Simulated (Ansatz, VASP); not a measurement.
# GePt: VASP beside Ansatz

File INCAR:

```
SYSTEM = GePt
  ALGO = Normal
  EDIFF = 1E-7
  ENCUT = 520
  GGA = PE
  ISIF = 2
  ISMEAR = 0
  LASPH = .True.
  LCHARG = .True.
  LELF = .True.
  LREAL = .False.
  LVHAR = .True.
  LWAVE = .False.
  NBANDS = 58
  NELM = 100
  PREC = Accurate
  SIGMA = 0.1
```

The input KPOINTS:

```
k-points
0
Gamma
  4 6 4
  0 0 0
```

Contents of POSCAR:

```
GePt
1.0
    5.7320000000      0.0000000000      0.0000000000
    0.0000000000      3.7010000000      0.0000000000
    0.0000000000      0.0000000000      6.0880000000
Ge Pt
4 4
Direct
    0.8050000000      0.7500000000      0.5900000000
    0.1950000000      0.2500000000      0.4100000000
    0.6950000000      0.2500000000      0.0900000000
    0.3050000000      0.7500000000      0.9100000000
    0.9900000000      0.7500000000      0.1950000000
    0.0100000000      0.2500000000      0.8050000000
    0.5100000000      0.2500000000      0.6950000000
    0.4900000000      0.7500000000      0.3050000000
```

Input for Ansatz:

```yaml
crystal:
  lattice:
    - [5.732, 0.0, 0.0]
    - [0.0, 3.701, 0.0]
    - [0.0, 0.0, 6.088]
  atoms:
    - { symbol: Ge, position: [0.805, 0.75, 0.59] }
    - { symbol: Ge, position: [0.195, 0.25, 0.41] }
    - { symbol: Ge, position: [0.695, 0.25, 0.09] }
    - { symbol: Ge, position: [0.305, 0.75, 0.91] }
    - { symbol: Pt, position: [0.99, 0.75, 0.195] }
    - { symbol: Pt, position: [0.01, 0.25, 0.805] }
    - { symbol: Pt, position: [0.51, 0.25, 0.695] }
    - { symbol: Pt, position: [0.49, 0.75, 0.305] }
basis:
  ecutwfc: 420
kpoints:
  mp_grid: { grid: [4, 6, 4] }
hamiltonian:
  xc: pbe
scf:
  occupations: { method: gaussian, width: 0.1 }
  lower_state_search: "off"
output:
  forces: true
  stress: true
  eigenvalues: true
```

Alike in both runs: task single point; functional PBE; k mesh 4 × 6 × 4; occupations gaussian, width 0.1 eV; no spin polarisation.

|  | VASP | Ansatz |
| --- | --- | --- |
| version | VASP 6.6.1 | Ansatz 0.2.0 |
| potentials or method | VASP PAW PBE potentials, release 64 (Ge_d, Pt) | scalar-relativistic, plane waves, PAW |
| plane-wave cutoff (eV) | 520 | 420 |
| valence electrons in the cell | 96 | 128 |

Ansatz gave:

| Quantity | Value |
| --- | --- |
| gap on the k mesh at the Fermi level (eV) | none |
| pressure (GPa) | 8.0 |
| largest component of the traceless stress (GPa) | 0.81 |
| rms of the force components (eV/Å) | 0.206 |

Q: Estimate VASP's values.

A: gap on the k mesh at the Fermi level (eV): none; pressure (GPa): 8.0; largest component of the traceless stress (GPa): 0.82; rms of the force components (eV/Å): 0.208.

Atom by atom the forces differ by 0.002 eV/Å (rms over components). A gap of «none» marks a metal or a gap that the smearing closes. The two sets of potentials don't hold the same shells in valence.

The runs have no spin-orbit coupling, so splittings on Pt are missing.
